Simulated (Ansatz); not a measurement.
Here is an Ansatz 0.2.0 calculation.

input.yaml

```yaml
crystal:
  lattice:
    - [0.0, 3.15085, 3.15085]
    - [3.15085, 0.0, 3.15085]
    - [3.15085, 3.15085, 0.0]
  atoms:
    - { symbol: Te, position: [0.5, 0.5, 0.5] }
    - { symbol: Sn, position: [0.0, 0.0, 0.0] }
hamiltonian:
  xc: pbe
  pseudopotentials: { kind: paw }
kpoints:
  mp_grid: { grid: [7, 7, 7] }
scf:
  occupations: { method: fermi_dirac, width: 0.05 }
basis:
  ecutwfc: "250 eV"
output:
  forces: true
  stress: true
  eigenvalues: true
```

Potentials or basis: Ansatz PAW.

Command:

```bash
$ ansatz run input.yaml --threads 2 --pin off --max-ram 5120MiB --backend cpu --events-out ev --progress --plain --runs-dir out
```

Estimate the pressure.

2.6 GPa.

Caveat: this odd mesh misses L, where the gap lies, so gap, dielectric constants and Born charges aren't listed; the pressure holds a Pulay correction of +27.9 GPa for the finite cutoff; the cutoff lies under the one recommended for these potentials. The run has no spin-orbit coupling, so splittings on Te are missing.
